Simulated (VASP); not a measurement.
**InAs: single point with PBE**

**The experiment to reproduce.**

From a printed reference work, data compilation, for a bulk crystal of InAs at 4.2 K: band gap 0.418 eV (direct).

The system is InAs.

```
In As
1.0
     0.00000    3.01800    3.01800
     3.01800    0.00000    3.01800
     3.01800    3.01800    0.00000
In As
1 1
Cartesian
  0.0000 0.0000 0.0000
  4.5270 4.5270 4.5270
```

```
Program             : VASP 6.6.1
Task                : single point
Functional          : PBE
Potentials or basis : VASP PAW PBE potentials, release 64 (In_d, As)
Cutoff              : 520 eV
k mesh              : 8 × 8 × 8
Occupations         : gaussian, width 0.03 eV
Spin                : no spin polarisation
```

The pressure is 4.4 GPa. The band gap on the k mesh is none (metal or under the smearing width).

Levels at points of the mesh, in eV from the Fermi level:
| k point | band 6 | band 7 | band 8 | band 9 | band 10 | band 11 | band 12 | band 13 |
| --- | --- | --- | --- | --- | --- | --- | --- | --- |
| (0.00, 0.00, 0.00) | -11.91 | -0.18 | -0.01 | -0.01 | -0.01 | 3.90 | 3.90 | 3.90 |
| (0.50, 0.00, 0.00) | -10.42 | -5.80 | -1.01 | -1.01 | 0.96 | 4.67 | 4.67 | 6.85 |
| (0.50, 0.50, 0.00) | -9.87 | -5.87 | -2.35 | -2.35 | 1.53 | 2.05 | 9.21 | 9.30 |

Run time: 9.6 s on 1 thread of Intel(R) Xeon(R) 6975P-C (Granite Rapids) (shared host), peak memory 0.19 GiB.

A measured gap of InAs is 0.418 eV (direct; 4.2 K; a printed reference work, data compilation); the calculated 0.00 eV misses it by -0.42 eV. Spin-orbit coupling on As, In is left out. The value is that of PBE on a finite k mesh, which can miss the band edges, without temperature or zero-point motion. Semilocal functionals fall short of measured gaps as a rule.

Caveat: this crystal is a semiconductor, whose small gap the functional closes, so the metal is an error of the method.
